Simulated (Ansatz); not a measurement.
The cell comes from COD entry 9012192, which wasn't checked; take it as a given geometry.

Input and log of a run on WS2: DFT, LDA, all-electron PAW with datasets made for the crystal, scalar-relativistic (Ansatz 0.2.0).

Command: `ansatz run input.yaml --threads 1 --pin off --max-ram 6144MiB --backend cpu --events-out ev --progress --plain --runs-dir out` The run took 2 min on 1 thread of Intel(R) Xeon(R) Platinum 8488C (Sapphire Rapids) (shared host), peak memory 2.4 GiB.

```yaml
crystal:
  lattice:
    - [1.5790003843, 0.9116362969, 6.16333]
    - [-1.5790003843, 0.9116362969, 6.16333]
    - [0.0, -1.8232725938, 6.16333]
  atoms:
    - { symbol: W, position: [0.0, 0.0, 0.0] }
    - { symbol: S, position: [0.7503, 0.7503, 0.7503] }
    - { symbol: S, position: [0.581, 0.581, 0.581] }
kpoints:
  mp_grid: { grid: [13, 13, 13] }
  band_path:
    path:
      - [0.0, 0.0, 0.0]
      - [0.5, 0.5, 0.5]
      - [0.8187478403, 0.1812521597, 0.5]
      - [0.5, -0.1812521597, 0.1812521597]
      - [0.5, 0.0, 0.0]
      - [0.0, 0.0, 0.0]
      - [0.3406260799, -0.3406260799, 0.0]
      - [0.6593739201, 0.0, 0.3406260799]
      - [0.5, 0.0, 0.5]
    npoints: 8
scf:
  occupations: { method: fermi_dirac, width: 0.08 }
hamiltonian:
  xc: lda
  pseudopotentials: { kind: all_electron, datasets: crystal }
output:
  forces: true
  stress: true
  eigenvalues: true
  efg: { contact_densities: true }
```

The log:

```
basis.fft_grid_basis auto: the FFT boxes are laid along the combinations [[1, 0, -1], [0, 1, -1], [0, 0, 1]] of the cell's own vectors, 3.158, 3.158 and 6.427 Å long. The dense box has 18×18×40 points. Along the cell's own vectors, as sized, it would have 40×40×40, 4.94 times as many. Of the 6 symmetry operations that the crystal satisfies within crystal.symmetry.tolerance (time reversal apart; of a slab, those that keep its plane) the dense box along the cell's own vectors carries 6, and the one as laid loses 4 of those. basis.fft_grid_basis: typed keeps the cell's own vectors: state it where this run's energies or levels are differenced outside the engine with another run's, or held beside a run that keeps those vectors.
hamiltonian.pseudopotentials.datasets: crystal makes datasets for this crystal and solves the spheres of its atoms anew in each pass: cutoff 300.0 eV, the density's 1200.0 eV; for an error of 0.50 meV an atom under PBE, 1.5 meV for the cell; an energy difference from a run of another recipe may be off by several times the error for the cell, under r2SCAN by more, where some 0.1 meV an atom stays at smaller errors; S in spheres of 1.085 Å, 6 of its electrons in bands; W in spheres of 1.302 Å, 14 of its electrons in bands, 14 on its site; only band paths and densities of states list, in semicore columns, the levels of the semicore shells that are solved separately: 4f of W
band count auto-derived: 19 (N_el = 26.0; filled up to band 13; 17 by the electrons, moments and atoms)
W: output.efg is read without spin–orbit coupling, which moves field gradients at and beside such atoms by some per cent and up to a factor of two; PAW files take it under magnetization.noncollinear and magnetization.spin_orbit
Engine: ansatz 0.2.0
Pseudopotentials: kind: all_electron
Pseudopotential: W, paw, valence charge 28, recommended cutoff 300 eV (normal), Koelling and Harmon's equation, gaussian nucleus
Pseudopotential: S, paw, valence charge 6, recommended cutoff 300 eV (normal), Koelling and Harmon's equation, gaussian nucleus
Functional definition: SPW92
  exchange = slater_x
  correlation = pw_c
Crystal: 3 atoms, lattice volume = 53.232 Å³
Basis set: ecut = 300 eV, 635 PW (Γ), FFT grids on a1−a3, a2−a3, a3
Bands: 19, of which v1, the nominal top of the filled ones, is band 13 counted from 1 (12 counted from 0)
Symmetry: 6 space group operations
Space group: R3m (ITA 160), of the structure as read, at distance tolerance 3.8e-5 Å
k-points: 231 of 2197 (time reversal used)
Non-local potential: W, projectors of the file, l = 0: 2, l = 1: 2, l = 2: 2
Non-local potential: S, projectors of the file, l = 0: 1, l = 1: 1, l = 2: 2
PAW form: soft (Blöchl's): semilocal exchange-correlation on the pseudo side does not see the compensation charge
PAW one-centre angular grid: W, 590 points (default); XC on its mesh's 1803 points in the sphere
PAW one-centre angular grid: S, 110 points (default); XC on its mesh's 1909 points in the sphere
Initial density: superposition of atomic densities (neutral atoms: chi_scale 0, normalization atom)
Initial wavefunctions: pseudopotential atomic-orbital guess
Functional: x = slater, c = lda
iter 1 solved again at ethr=2.01e-2 eV; its pass at ethr=1.00e-1 eV (dr2=5.22e0 eV) is discarded
SCF iter   1: F=—  HF=-460611.955162 eV  |F-HF|=—  |Δ(HF+E_count)|=         —  Δρ=8.07e-2  dr2=5.24e0  ethr=2.01e-2  ⟨swp⟩=2.2  Hψ=23297  notcnv=0
preconditioner: auto → none  [insulator: Δε(μ)=0.853 eV  Ē_g=10.727 eV  σ=0.080 eV  W_gap=0.99  n_scr=16 (ndim 8)  ℏωp=21.6 eV  f_vac=0.001  D(μ)=0.00/eV (n_scr^D=0)  ε∞_Penn≈5.1]
SCF iter   2: F=—  HF=-460611.962073 eV  |F-HF|=—  |Δ(HF+E_count)|=   6.91e-3  Δρ=7.40e-2  dr2=8.84e0  ethr=2.01e-2  ⟨swp⟩=3.8  Hψ=12287  notcnv=0  defer=6
SCF iter   3: F=—  HF=-460610.867534 eV  |F-HF|=—  |Δ(HF+E_count)|=    1.09e0  Δρ=3.25e-2  dr2=1.42e0  ethr=2.01e-2  ⟨swp⟩=3.6  Hψ=11193  notcnv=0  defer=9
iter 4 solved again at ethr=2.14e-4 eV; its pass at ethr=5.47e-3 eV (dr2=5.56e-2 eV) is discarded
SCF iter   4: F=—  HF=-460610.637941 eV  |F-HF|=—  |Δ(HF+E_count)|=   2.30e-1  Δρ=9.64e-3  dr2=5.30e-2  ethr=2.14e-4  ⟨swp⟩=2.9  Hψ=19650  notcnv=0  defer=15
SCF iter   5: F=—  HF=-460610.628096 eV  |F-HF|=—  |Δ(HF+E_count)|=   9.84e-3  Δρ=2.18e-3  dr2=5.04e-3  ethr=2.04e-4  ⟨swp⟩=3.1  Hψ=9483  notcnv=0  defer=5
SCF iter   6: F=—  HF=-460610.628304 eV  |F-HF|=—  |Δ(HF+E_count)|=   2.08e-4  Δρ=1.29e-3  dr2=1.50e-3  ethr=1.94e-5  ⟨swp⟩=3.0  Hψ=8008  notcnv=0  defer=2
SCF iter   7: F=—  HF=-460610.628056 eV  |F-HF|=—  |Δ(HF+E_count)|=   2.49e-4  Δρ=3.08e-4  dr2=8.41e-5  ethr=5.75e-6  ⟨swp⟩=2.5  Hψ=9182  notcnv=0  defer=3
SCF iter   8: F=—  HF=-460610.628048 eV  |F-HF|=—  |Δ(HF+E_count)|=   7.56e-6  Δρ=1.01e-4  dr2=9.42e-6  ethr=3.23e-7  ⟨swp⟩=3.0  Hψ=8211  notcnv=0  defer=1
SCF iter   9: F=—  HF=-460610.628048 eV  |F-HF|=—  |Δ(HF+E_count)|=   4.19e-7  Δρ=6.34e-5  dr2=4.75e-6  ethr=3.62e-8  ⟨swp⟩=3.0  Hψ=9109  notcnv=0  defer=1
SCF iter  10: F=—  HF=-460610.628047 eV  |F-HF|=—  |Δ(HF+E_count)|=   7.93e-7  Δρ=2.36e-5  dr2=6.18e-7  ethr=1.83e-8  ⟨swp⟩=2.0  Hψ=7406  notcnv=0  defer=1
SCF iter  11: F=-460610.628047 eV  HF=-460610.628047 eV  |F-HF|=4.07e-8  |Δ(HF+E_count)|=   9.98e-8  Δρ=6.44e-6  dr2=4.48e-8  ethr=2.38e-9  ⟨swp⟩=3.0  Hψ=7642  notcnv=0
SCF 1 converged in 11 iterations: F = -460610.628048 eV  dr2 = 4.48e-8
  Residual-converged pass: ⟨swp⟩=3.8  Hψ=10007  notcnv=0  max |occ|·‖R‖ = 6.4e-6 eV (tolerance 6.5e-6 eV)  dr2=4.27e-8  dr2_onsite=1.64e-8  max |Δocc| = 4.6e-8
  greatest PAW one-centre occupation: 0.998 electrons in one spin orbital (limit 2), on the W atom at site 0 (counted from 0), in its partial waves of l = 0
NSCF: frozen V_eff on 65 k-points
SCF converged after 11 iterations
Free energy (F): -460610.628048 eV
Harris-Foulkes:  -460610.628048 eV  (|F-HF|=4.07e-8)
Internal energy: -460610.628010 eV  (E = F + TS)
E sigma→0 (E₀):  -460610.628029 eV
Entropy (-TS):   -0.000038 eV (-0.013 meV/atom)
Past the cutoff: the bands carry plane waves up to 1.75 times it, of which those up to 1.5 times it add -0.000147 eV an atom, each by itself; the spheres take 0.000100 eV an atom off the energy for waves past 1.75 times it
By the cutoff:   a pressure is off by up to 0.005 GPa (1.2 times the spheres' own share and the shells' term, over an atom's volume, and 0.004 GPa: a bound that held against runs at twice the plane waves)
Past the cutoffs: a stress includes 0.0009 GPa for waves and charges beyond them, in addition to the slope of what the spheres take
In the spheres:  the bands' charges fall short by 1.0e-7 e at most (sound up to 1e-3), those of shells solved beside the bands by 2.5e-8 e (sound up to 5e-4)
Fermi energy:    14.481232 eV
--- Per-component energies (eV) ---
  The terms above E_closure are by the made datasets' own strengths, without shells solved beside the bands.
--- Forces (eV/Å), atoms counted from 1 ---
  atom   1  W     -0.00000000    -0.00000000    -0.58445186
  atom   2  S      0.00000000     0.00000000     0.02072332
  atom   3  S      0.00000000     0.00000000     0.56372619
  max |Σ_I F_I| component: 2.35e-6 eV/Å
--- Stress (GPa, compression-positive) ---
       -3.764241       0.000000       0.000000
        0.000000      -3.764241      -0.000000
        0.000000      -0.000000      -3.316513
  P = ⅓ Tr σ = -3.6150 GPa (-36.150 kbar)
  It holds what live shells' own plane waves past their cutoff add
--- PAW observables at the nuclei: V_zz in 10²¹ V/m², potentials from the cell's mean, atoms counted from 1 ---
  atom   1  W  V_zz =   -17.270034   η = 0.0000   by run symmetry: allowed
            electrostatic potential = -14800.233692 V   contact ρ = 8784007.728032 e/Å³
  atom   2  S  V_zz =    -4.976453   η = 0.0000   by run symmetry: allowed
            electrostatic potential = -1635.542422 V   contact ρ = 19624.654544 e/Å³
  atom   3  S  V_zz =    -4.195037   η = 0.0000   by run symmetry: allowed
            electrostatic potential = -1635.526221 V   contact ρ = 19625.227079 e/Å³
--- Band table (eV; the first three rows and the last of 231) ---
  k-point 0: bands = ["-60.4699", "-24.7765", "-24.5880", "-24.5880", "-1.5348", "0.4826", "6.4022", "10.5306", "10.5306", "11.7842", "11.7842", "12.5353", "12.8318", "16.2431", "16.2431", "16.6058", "16.6058"]
  k-point 1: bands = ["-60.4688", "-24.7726", "-24.6095", "-24.5930", "-1.4319", "0.5117", "6.5290", "10.2721", "10.6313", "11.3821", "11.6235", "12.6188", "12.9223", "16.1305", "16.3350", "16.3709", "16.5750"]
  k-point 2: bands = ["-60.4658", "-24.7618", "-24.6687", "-24.6068", "-1.1358", "0.5957", "6.8799", "9.6533", "10.6662", "10.9037", "11.2492", "12.5626", "12.8875", "15.6269", "16.2726", "16.3676", "16.9014"]
  k-point 230: bands = ["-60.4688", "-24.7727", "-24.6095", "-24.5930", "-1.2039", "0.0832", "7.5860", "10.0336", "10.2590", "10.6141", "11.6574", "11.8298", "13.8874", "16.2396", "16.3272", "16.3889", "16.5769"]
```
